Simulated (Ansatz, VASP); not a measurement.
## Bi in VASP and in Ansatz

The input INCAR:

```
SYSTEM = Bi
PREC = Accurate
ENCUT = 520
EDIFF = 1E-6
ISMEAR = -1
SIGMA = 0.08
LREAL = .False.
LASPH = .True.
NELM = 100
ALGO = Normal
ISIF = 2
LWAVE = .False.
LCHARG = .True.
GGA = PE
LELF = .True.
LVHAR = .True.
NBANDS = 22
```

The input KPOINTS:

```
regular mesh
0
Gamma
  9 9 3
  0 0 0
```

The input POSCAR:

```
Bi
1.0
    4.5390002997      0.0000000000      0.0000000000
   -2.2695001499      3.9308895674      0.0000000000
    0.0000000000      0.0000000000     11.8290000000
Bi
2
Direct
    0.3333333333      0.6666666667      0.2500000000
    0.6666666667      0.3333333333      0.7500000000
```

Input for Ansatz:

```yaml
crystal:
  lattice:
    - [4.5390002997, 0.0, 0.0]
    - [-2.2695001499, 3.9308895674, 0.0]
    - [0.0, 0.0, 11.829]
  atoms:
    - { symbol: Bi, position: [0.3333333333, 0.6666666667, 0.25] }
    - { symbol: Bi, position: [0.6666666667, 0.3333333333, 0.75] }
kpoints:
  mp_grid: { grid: [9, 9, 3] }
  band_path:
    path:
      - [0.0, 0.0, 0.0]
      - [0.5, 0.0, 0.0]
      - [0.3333333333, 0.3333333333, 0.0]
      - [0.0, 0.0, 0.0]
      - [0.0, 0.0, 0.5]
      - [0.5, 0.0, 0.5]
      - [0.3333333333, 0.3333333333, 0.5]
      - [0.0, 0.0, 0.5]
      - [0.5, 0.0, 0.5]
    npoints: 5
scf:
  occupations: { method: fermi_dirac, width: 0.08 }
hamiltonian:
  xc: pbe
  pseudopotentials:
    kind: all_electron
    lapw: { basis_error: 0.00025 }
    relativity: none
output:
  forces: true
  stress: true
  eigenvalues: true
```

Alike in both runs: task single point; functional PBE; k mesh 9 × 9 × 3; occupations fermi-dirac, width 0.08 eV; no spin polarisation.

|  | VASP | Ansatz |
| --- | --- | --- |
| version | VASP 6.6.1 | Ansatz 0.2.0 |
| potentials or method | VASP PAW PBE potentials, release 64 (Bi_d) | all-electron LAPW, non-relativistic |
| plane-wave cutoff (eV) | 520 | see its input |

|  | VASP | Ansatz | Ansatz less VASP |
| --- | --- | --- | --- |
| pressure (GPa) | -3.2 | -3.2 | -0.04 |
| largest component of the traceless stress (GPa) | 2.87 | 2.95 | +0.080 |

Ansatz ran all-electron here, so the differences hold the error of VASP's frozen core and of both bases.

Caveats: spin-orbit coupling is left out, which moves the levels of the heavy elements.
